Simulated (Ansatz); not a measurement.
WS2: one atom moved along a line

Method: DFT PBE, scalar-relativistic, plane waves, PAW in Ansatz. Cutoff 420 eV, Γ-centred 12×12×4 k-points, Gaussian smearing of 0.05 eV. Spin–orbit coupling is left out, which can shift energies with elements as heavy as these. No spin polarisation. Energies are free energies at this smearing, counted from the undisturbed cell; pressure is positive in compression.

The starting cell (as given, not relaxed at this level; it stands at -3.7 GPa):

```
CELL_PARAMETERS angstrom
3.18000 0.00000 0.00000
-1.59000 2.75396 0.00000
0.00000 0.00000 12.50000
ATOMIC_POSITIONS crystal
W 0.33333 0.66667 0.25000
W 0.66667 0.33333 0.75000
S 0.33333 0.66667 0.62000
S 0.66667 0.33333 0.12000
S 0.33333 0.66667 0.88000
S 0.66667 0.33333 0.38000
```

The cell holds layers and no dispersion correction was added, so their binding is poorly described.

Atom 3 (S) is moved by x along the Cartesian unit vector (-0.500, -0.866, 0.000); the cell and all other atoms stay fixed.

```csv
x (Å),ΔE (meV/cell),force along x on the moved atoms (eV/Å),pressure (GPa)
-0.6000,1492.6,4.49,1.4
-0.3000,394.1,2.59,-2.4
0.0000,0.0,0.00,-3.7
0.0750,24.9,-0.66,-3.6
0.1500,99.4,-1.32,-3.3
0.2250,222.9,-1.97,-2.9
0.3750,611.0,-3.18,-1.6
0.4500,870.2,-3.72,-0.7
0.5250,1166.7,-4.17,0.3
```

By symmetry 0.6000 repeats -0.6000, -0.4500 repeats 0.4500, 0.3000 repeats -0.3000, -0.1500 repeats 0.1500 in energy, with the opposite slope along the path.

Cost: 9 runs of about 16 core-minutes in all, on Intel Xeon Platinum 8259CL (Skylake/Cascade Lake) (shared hosts).